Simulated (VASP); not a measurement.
Write the native input for VASP 6.6.1 that does the following.

* Task: relaxation of cell and atoms
* Functional: rev-vdW-DF2
* Potentials or basis: VASP PAW PBE potentials, release 64 (Ca_sv)
* Cutoff: 600 eV
* k mesh: 8 × 8 × 8
* Occupations: fermi-dirac, width 0.05 eV
* Spin: no spin polarisation
* Further INCAR settings: ALGO = Normal; EDIFF = 1e-06; IBRION = 2; EDIFFG = -0.02; NSW = 40; ISIF = 3

The structure of Ca lies in POSCAR:

```
Ca
1.0
   -2.2400000000      2.2400000000      2.2400000000
    2.2400000000     -2.2400000000      2.2400000000
    2.2400000000      2.2400000000     -2.2400000000
Ca
1
Direct
    0.0000000000      0.0000000000      0.0000000000
```

This isn't the form of Ca at room conditions, which is fcc.

The input as run:

INCAR

```
SYSTEM = Ca
AGGAC = 0.0
ALGO = Normal
EDIFF = 1E-6
EDIFFG = -0.02
ENCUT = 600
GGA = MK
IBRION = 2
ISIF = 3
ISMEAR = -1
LASPH = .TRUE.
LCHARG = .FALSE.
LREAL = .FALSE.
LUSE_VDW = .TRUE.
LWAVE = .FALSE.
NELM = 60
NSW = 40
PARAM1 = 0.1234
PARAM2 = 0.711357
PREC = Accurate
SIGMA = 0.05
ZAB_VDW = -1.8867
```

KPOINTS

```
k-points
0
G
  8 8 8
  0 0 0
```

Potentials or basis: VASP PAW PBE potentials, release 64 (Ca_sv).

The run is started by

```bash
$ cat potpaw_PBE.64/Ca_sv/POTCAR > POTCAR
$ mpirun -np 1 vasp_std > vasp.out
```

Results of the run:

The relaxed volume is 40.64 Å³/atom and the relaxed cell is a = 3.751 Å, b = 3.751 Å, c = 3.751 Å, α = 109.47°, β = 109.47°, γ = 109.47°. The space group after relaxing (to 0.05 Å) is Im-3m (No. 229). The energy gained by relaxing is 21.8 meV/atom. The ionic steps are 3. The pressure after relaxing is -0.1 GPa and the band gap on the k mesh is none (metal or under the smearing width).

Caveat: the PAW data sets were made with another functional, which shifts forces and pressure a little.

Run time: 80 s on 1 thread of Intel(R) Xeon(R) 6975P-C (Granite Rapids), with other jobs on the host, peak memory 0.39 GiB.
